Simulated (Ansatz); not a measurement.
## Point defect: H interstitial in Al₂O₃

Theory: Ansatz 0.2.0, DFT PBEsol, scalar-relativistic, plane waves, PAW. Run with 420 eV cutoff, 2×2×2 k-mesh, shifted by half a step, Gaussian smearing of 0.01 eV, collinear spin in charge 0 alone.

Host crystal, relaxed:

```
Al O
1.0
     2.38693    1.37810    4.33829
    -2.38693    1.37810    4.33829
     0.00000   -2.75619    4.33829
Al O
4 6
Direct
  0.14792 0.14792 0.14792
  0.35208 0.35208 0.35208
  0.64792 0.64792 0.64792
  0.85208 0.85208 0.85208
  0.94414 0.55586 0.25000
  0.44414 0.75000 0.05586
  0.55586 0.25000 0.94414
  0.25000 0.94414 0.55586
  0.75000 0.05586 0.44414
  0.05586 0.44414 0.75000
```

Supercell of 40 atoms, rows in host cell vectors: -1 1 1; 1 -1 1; 1 1 -1. Atoms relax at the host's cell, keeping the symmetry that the supercell leaves at the site. The cell is small, so energies carry finite-size errors of tenths of an eV. The host's Kohn–Sham gap is 6.03 eV. Atoms are taken from and returned to the elements' standard states. Charged cells are corrected for image charges with the computed static dielectric tensor (mean 10.4) and aligned with the host's potential at far atoms (alignment terms reach 0.14 eV; the program doubts the alignment in some charges, where it is up to 0.14 eV). No band-filling term is added, and the Fermi level counts from the host's valence band top.

Defect: H interstitial set at (0.000, 0.000, 0.000) of the host cell. Before relaxation its nearest neighbours are 2 Al at 1.93 Å, 6 O at 1.98 Å.

```tsv
charge	E_f at the valence band top (eV)	over the neutral state (eV)	moment (μB)	largest move (Å)	atoms near the site
+1	0.57	-2.83	0.00	0.12	6 O at 1.92 Å, 2 Al at 2.05 Å
0	3.39	0.00	1.00	0.06	2 Al at 1.92 Å, 6 O at 2.04 Å
-1	7.18	3.79	0.00	0.25	2 Al at 1.68 Å, 6 O at 2.13 Å
```

Among the charges computed the stable one is +1 at the valence band top, changing to 0 at 2.83 eV, changing to -1 at 3.79 eV. Other sites of the defect weren't tried.